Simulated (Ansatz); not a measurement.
# PtSe2 (Sudovikovite) (P-3m1) in Ansatz: a series of runs

The runs below take PtSe2 (Sudovikovite) through single point, with PBE.

Program: Ansatz 0.2.0. These are calculated values, not measurements. Logs are shortened: lines on timing, memory, paths and dates and some standing lists are left out, and cuts for length are marked.

### Step 1. The crystal as given

It takes space group P-3m1 (No. 164, trigonal). The conventional cell has a = 3.724 Å, b = 3.724 Å, c = 5.062 Å, α = 90.00°, β = 90.00°, γ = 120.00°. Around Pt (site symmetry -3m) lie 6 Se at 2.49 Å. Around Se (site symmetry 3m) lie 3 Pt at 2.49 Å.

### Step 2. Single point, PBE

input.yaml

```yaml
crystal:
  lattice:
    - [3.724, 0.0, 0.0]
    - [-1.862, 3.2250786037, 0.0]
    - [0.0, 0.0, 5.062]
  atoms:
    - { symbol: Pt, position: [0.0, 0.0, 0.0] }
    - { symbol: Se, position: [0.6666666667, 0.3333333333, 0.75] }
    - { symbol: Se, position: [0.3333333333, 0.6666666667, 0.25] }
hamiltonian:
  xc: pbe
  pseudopotentials: { kind: nc, accuracy: stringent }
kpoints:
  mp_grid: { grid: [8, 8, 5] }
scf:
  occupations: { method: fermi_dirac, width: 0.05 }
output:
  forces: true
  stress: true
  eigenvalues: true
```

Potentials or basis: PseudoDojo stringent (PBE files).

Launch:

```
$ ansatz run input.yaml --threads 2 --pin off --max-ram 5632MiB --backend cpu --events-out ev --progress --plain --runs-dir out
```

Log:

```text
Warning: RAYON_NUM_THREADS=2 ignored (pool sized by the plan → 2); use --threads N
Engine: ansatz 0.2.0, aarch64-unknown-linux-gnu
Pseudopotentials: kind: nc
Pseudopotential: Pt, nc, valence charge 18, recommended cutoff 1142.878222 eV (normal), Pt.nc.azcp (PseudoDojo's, or run here from an input of PseudoDojo's; its table is named by hamiltonian.pseudopotentials.accuracy)
Pseudopotential: Se, nc, valence charge 24, recommended cutoff 1414.992085 eV (normal), Se.nc.azcp (PseudoDojo's, or run here from an input of PseudoDojo's; its table is named by hamiltonian.pseudopotentials.accuracy)
Functional definition: PBE
  parameter kappa = 0.804
  parameter beta = 0.06672455060314922
  exchange = pbe_x(kappa = kappa, mu = beta*pi^2/3)
  correlation = pbe_c(beta = beta)
Crystal: 3 atoms, lattice volume = 60.796 Å³
Basis set: ecut = 1414.992085 eV, 7375 PW (Γ), exchange–correlation on 96×96×128 points (8 copies of the dense FFT grid, shifted against one another)
Bands: 40, of which v1, the nominal top of the filled ones, is band 33 counted from 1 (32 counted from 0)
Symmetry: 12 space group operations
Space group: P-3m1 (ITA 164), of the structure as read, at distance tolerance 3.9e-5 Å
k-points: 40 of 320
Non-local potential: Pt, projectors of the file, l = 0: 2, l = 1: 2, l = 2: 2, l = 3: 2
Non-local potential: Se, projectors of the file, l = 0: 2, l = 1: 2, l = 2: 2
Initial density: superposition of atomic densities (chi_scale 0.1, normalization cell, long waves kept (reshape's long-wave potential 0.01 eV rms))
Initial wavefunctions: pseudopotential atomic-orbital guess
Functional: x = pbe(κ = 0.804, μ = 0.2195149727645171), c = pbe(β = 0.06672455060314922)
SCF iter   1: F=—  HF=-21964.040204 eV  |F-HF|=—  |Δ(HF+E_count)|=         —  Δρ=5.50e-2  dr2=7.21e-1  ethr=3.10e-3  ⟨swp⟩=6.8  Hψ=6425  notcnv=0  defer=1
preconditioner: auto → LDOS  [insulator: Δε(μ)=0.137 eV  Ē_g=11.512 eV  σ=0.050 eV  W_gap=0.58  n_scr=22 (ndim 8)  ℏωp=22.3 eV  f_vac=0.053  D(μ)=0.52/eV (n_scr^D=2)  ε∞_Penn≈4.8  β→1.0]
SCF iter   2: F=—  HF=-21963.886014 eV  |F-HF|=—  |Δ(HF+E_count)|=   1.54e-1  Δρ=1.28e-2  dr2=5.27e-2  ethr=1.09e-3  ⟨swp⟩=3.3  Hψ=3542  notcnv=0  defer=57
SCF iter   3: F=—  HF=-21963.869710 eV  |F-HF|=—  |Δ(HF+E_count)|=   1.63e-2  Δρ=3.20e-3  dr2=4.56e-3  ethr=7.98e-5  ⟨swp⟩=3.0  Hψ=2923  notcnv=0  defer=57
SCF iter   4: F=—  HF=-21963.868953 eV  |F-HF|=—  |Δ(HF+E_count)|=   7.56e-4  Δρ=8.07e-4  dr2=7.53e-4  ethr=6.91e-6  ⟨swp⟩=2.0  Hψ=2497  notcnv=0  defer=57
SCF iter   5: F=—  HF=-21963.868773 eV  |F-HF|=—  |Δ(HF+E_count)|=   1.80e-4  Δρ=1.62e-4  dr2=1.34e-5  ethr=1.14e-6  ⟨swp⟩=2.0  Hψ=1697  notcnv=0  defer=57
SCF iter   6: F=—  HF=-21963.868813 eV  |F-HF|=—  |Δ(HF+E_count)|=   4.00e-5  Δρ=2.99e-5  dr2=1.42e-7  ethr=2.03e-8  ⟨swp⟩=2.0  Hψ=2581  notcnv=0  defer=57
SCF iter   7: F=-21963.868813 eV  HF=-21963.868813 eV  |F-HF|=3.73e-9  |Δ(HF+E_count)|=   1.90e-8  Δρ=5.86e-6  dr2=7.70e-9  ethr=1.52e-10  ⟨swp⟩=11.6  Hψ=8194  notcnv=0
SCF 1 converged in 7 iterations: F = -21963.868813 eV  dr2 = 7.70e-9
SCF converged after 7 iterations
Free energy (F): -21963.868813 eV
Harris-Foulkes:  -21963.868813 eV  (|F-HF|=3.73e-9)
Internal energy: -21963.863483 eV  (E = F + TS)
E sigma→0 (E₀):  -21963.866148 eV
Entropy (-TS):   -0.005330 eV (-1.777 meV/atom)
Fermi energy:    14.441790 eV
--- Per-component energies (eV) ---
  E_band       = -3292.271853
  E_kinetic    = 8971.824455
  E_local      = -21617.660606  (includes V_loc(G=0)·N_el)
  E_nonlocal   = -4493.455551
  E_hartree    = 8074.034799
  E_xc         = -2217.603602
  E_vxc        = -2301.057183  (∫ρ·V_xc dr)
  E_ewald      = -10681.002979
  E_smearing   = -0.005330  (= −TS)
  E_closure    = -0.000000  (closes the sum)
  Σ components = -21963.868813   (vs F -21963.868813, Δ=0.00e0)
--- Forces (eV/Å), atoms counted from 1 ---
  atom   1  Pt    -0.00000000     0.00000000     0.00000000
  atom   2  Se     0.00000000    -0.00000000    -0.57611928
  atom   3  Se    -0.00000000     0.00000000     0.57611928
  max |Σ_I F_I| component: 4.63e-18 eV/Å
--- Stress (GPa, compression-positive) ---
        7.801815      -0.000000      -0.000000
       -0.000000       7.801815       0.000000
       -0.000000       0.000000       5.976740
  P = ⅓ Tr σ = 7.1935 GPa (71.935 kbar)
--- Band table (eV; the first three rows and the last of 40) ---
  k-point 0: bands = ["-194.5436", "-194.5436", "-134.0279", "-134.0279", "-134.0279", "-134.0279", "-134.0043", "-134.0042", "-85.2913", "-39.4652", "-39.4652", "-39.3744", "-34.2038", "-34.2038", "-34.2016", "-34.2016", "-34.1833", "-34.1833", "-34.1782", "-34.1782", "-34.1731", "-34.1728", "-1.3248", "1.4986", "7.1881", "7.9005", "7.9005", "10.3662", "10.3662", "11.8035", "13.3177", "13.3177", "14.7952", "15.8527", "15.8527", "18.0049", "18.6074", "21.6965", "21.6965", "26.2310"]
  k-point 1: bands = ["-194.5436", "-194.5436", "-134.0279", "-134.0279", "-134.0279", "-134.0279", "-134.0043", "-134.0043", "-85.2913", "-39.4652", "-39.4652", "-39.3744", "-34.2037", "-34.2037", "-34.2016", "-34.2016", "-34.1829", "-34.1829", "-34.1786", "-34.1786", "-34.1731", "-34.1727", "-1.1786", "1.1507", "7.7074", "7.9185", "7.9185", "10.3548", "10.3548", "11.7688", "13.1517", "13.1517", "13.9490", "16.1414", "16.1414", "18.3151", "19.4453", "21.5558", "21.5558", "25.1568"]
  k-point 2: bands = ["-194.5436", "-194.5436", "-134.0279", "-134.0279", "-134.0279", "-134.0279", "-134.0043", "-134.0043", "-85.2913", "-39.4652", "-39.4652", "-39.3744", "-34.2037", "-34.2037", "-34.2016", "-34.2016", "-34.1821", "-34.1821", "-34.1795", "-34.1795", "-34.1732", "-34.1727", "-0.8365", "0.5286", "7.9482", "7.9482", "8.7116", "10.3381", "10.3381", "11.5505", "12.8284", "12.9200", "12.9200", "16.6137", "16.6137", "19.0314", "20.5570", "21.2395", "21.2395", "23.6973"]
  k-point 39: bands = ["-194.5436", "-194.5436", "-134.0279", "-134.0279", "-134.0279", "-134.0279", "-134.0043", "-134.0043", "-85.2911", "-39.4733", "-39.4708", "-39.3738", "-34.2033", "-34.2030", "-34.2025", "-34.2017", "-34.1822", "-34.1808", "-34.1804", "-34.1800", "-34.1725", "-34.1725", "0.6294", "0.7617", "7.4566", "7.9871", "8.5564", "9.5432", "9.8878", "10.6028", "10.7602", "11.8279", "12.0892", "15.8776", "16.3837", "20.2411", "21.3016", "22.1332", "22.5377", "23.9371"]
```

It took 11 s on 2 threads of Arm Neoverse V1, shared host; peak memory 0.66 GiB.

What came out:

```yaml
Free_energy: -21963.8688 eV
Pressure: 7.2 GPa
Largest_force: 0.576 eV/Å
Band_gap_on_the_k_mesh: none (metal or under the smearing width)
```

Forces in eV/Å, atoms in the order of the input:
```
Pt   0.000  0.000  0.000
Se   0.000  0.000 -0.576
Se   0.000  0.000  0.576
```

Stress tensor (GPa, compression positive):
```
7.80 0.00 0.00
0.00 7.80 0.00
0.00 0.00 5.98
```

The run has no spin-orbit coupling, so splittings on Pt are missing.

### Step 3. Single point, PBE

Edit input.yaml of step 2 so:

```diff
@@ -11,3 +11,3 @@
   xc: pbe
-  pseudopotentials: { kind: nc, accuracy: stringent }
+  pseudopotentials: { kind: paw, source: ansatz }
 kpoints:
```

Potentials or basis: Ansatz PAW earlier set.

Launch:

```
$ ansatz run input.yaml --threads 2 --pin off --max-ram 5632MiB --backend cpu --events-out ev --progress --plain --runs-dir out
```

It took 3.4 s on 2 threads of Arm Neoverse V1, shared host; peak memory 0.36 GiB.

The run converged. Its results:

| Property | Result |
| --- | --- |
| Free energy | -23491.4235 eV |
| Pressure | 7.3 GPa |
| Largest force | 0.595 eV/Å |
| Band gap on the k mesh | none (metal or under the smearing width) |

Forces on the atoms (eV/Å):
```
Pt   0.000  0.000  0.000
Se   0.000  0.000 -0.595
Se   0.000  0.000  0.595
```

Stress tensor (GPa, compression positive):
```
7.97 0.00 0.00
0.00 7.97 0.00
0.00 0.00 6.10
```

Levels at points of the mesh, in eV from the Fermi level:
```tsv
k point	band 22	band 23	band 24	band 25	band 26	band 27	band 28	band 29
(0.00, 0.00, 0.00)	-2.65	-1.13	-1.13	0.35	1.41	1.41	3.56	4.16
(0.00, -0.50, 0.00)	-3.60	-3.57	-3.49	-3.04	0.62	2.31	4.74	5.79
```

### Step 4. Single point, PBE

Edit input.yaml of step 3 so:

```diff
@@ -11,3 +11,3 @@
   xc: pbe
-  pseudopotentials: { kind: paw, source: ansatz }
+  pseudopotentials: { kind: nc }
 kpoints:
@@ -20 +20,5 @@
   eigenvalues: true
+  write_density: true
+  write_potential: true
+  elf: true
+  volumetric_format: npy
```

Potentials or basis: Ansatz NC.

Launch:

```
$ ansatz run input.yaml --threads 2 --pin off --max-ram 5632MiB --backend cpu --events-out ev --progress --plain --runs-dir out
```

Run time: 9.6 s. Hardware: 2 threads of Arm Neoverse V1, shared host; peak memory 0.51 GiB.

Results (log left out):

| Quantity | Value |
| --- | --- |
| Free energy | -10149.5618 eV |
| Pressure | 7.3 GPa |
| Largest force | 0.598 eV/Å |
| Band gap on the k mesh | none (metal or under the smearing width) |

Forces in eV/Å, atoms in the order of the input:
```
Pt   0.000  0.000  0.000
Se   0.000  0.000 -0.598
Se   0.000  0.000  0.598
```

Stress tensor (GPa, compression positive):
```
8.01 0.00 0.00
0.00 8.01 0.00
0.00 0.00 6.00
```

Levels at points of the mesh, in eV from the Fermi level:
```
            k point  band 23  band 24  band 25  band 26  band 27  band 28
 (0.00, 0.00, 0.00)    -1.12    -1.12     0.36     1.41     1.41     3.56
(0.00, -0.50, 0.00)    -3.56    -3.48    -3.03     0.62     2.30     4.75
```

### Step 5. The runs side by side

| potentials or basis | cutoff (eV) | gap on the mesh (eV) | pressure (GPa) | largest force (eV/Å) |
| --- | --- | --- | --- | --- |
| PseudoDojo stringent (PBE files) | 1415 | none | 7.2 | 0.58 |
| Ansatz PAW earlier set | 580 | none | 7.3 | 0.59 |
| Ansatz NC | 1170 | none | 7.3 | 0.60 |

Alike in all rows: task single point; level PBE; no spin polarisation; cell as given; k mesh 8 × 8 × 5; smearing fermi-dirac 0.05 eV.

Total energies depend on the potentials used, so only differences within one code and one set of settings carry meaning.
